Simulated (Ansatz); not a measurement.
One crystal and one scan (scan of one atom of the cell) at two levels, PBE (plane waves to 420 eV, PAW, scalar-relativistic; Ansatz, a first-principles code) and r2SCAN (plane waves to 500 eV, PAW, scalar-relativistic; Ansatz), each from its own relaxed cell and on its own mesh.

The crystal is CsCl (CsCl type); one Cs atom of a 2-atom cell moves by s along Cartesian x, with its periodic images.

The energy includes the smearing's −TS. CsCl was relaxed with its symmetry unable to fall.

```csv
quantity,run 1,run 2
Lattice constant a (Å),4.140,4.205
"Band gap of the relaxed cell, no spin-orbit coupling (eV)",5.91,5.01
Force constant k = d²E/ds² at s = 0 (finite differences) (eV/Å²),0.93,0.57
Zone-centre optical wavenumber from k (transverse: no LO-TO term) (cm⁻¹),95,74
```

Q: Which run is which level?

A: Run 2 is PBE, run 1 is r2SCAN. PBE gives the higher value for: lattice constant a. PBE gives the lower value for: band gap of the relaxed cell, no spin-orbit coupling; force constant k = d²E/ds² at s = 0; zone-centre optical wavenumber from k. Both give the same shape of the curve: a single well with its minimum at or next to zero displacement. Neither level is exact: the differences show how much the result hangs on the functional.

(A displaced cell: forces are minus the slopes of the energy, force constants its curvatures, and phonons follow from these.)
